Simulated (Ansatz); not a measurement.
**Vibrational response of BN**

Method: DFT PBE+D3(BJ), scalar-relativistic, plane waves, PAW (Ansatz 0.2.0). Plane waves to 420 eV; Γ-centred k mesh 12×12×12; fixed occupations. No spin polarisation. Phonons by linear response, acoustic sum rule imposed.

The cell, relaxed at this level:
```
CELL_PARAMETERS angstrom
1.25306 0.72345 3.29392
-1.25306 0.72345 3.29392
0.00000 -1.44690 3.29392
ATOMIC_POSITIONS crystal
B 0.99970 0.99970 0.99970
N 0.33274 0.33274 0.33274
```

(1) Give the high-frequency dielectric tensor ε∞.

(2) Give the Born effective charges.

(3) How large is the static dielectric tensor with the ions free to move, and what share of it is ionic?

Results:

(1)
```
4.81 0.00 0.00
0.00 4.81 0.00
0.00 0.00 2.68
```

(2)
```json
{"atom": "B (atom 1)", "Z*xx": "2.71", "Z*yy": "2.71", "Z*zz": "0.71", "mean": "2.04"}
{"atom": "N (atom 2)", "Z*xx": "-2.71", "Z*yy": "-2.71", "Z*zz": "-0.71", "mean": "-2.04"}
```

(3)
```
6.6 0.0 0.0
0.0 6.6 0.0
0.0 0.0 3.1
```
The ions give 25 % of its trace.

This form isn't the usual stable structure of the compound.

Cost: 1 run of about 0.82 core-minutes, on Arm Neoverse V2 (shared hosts).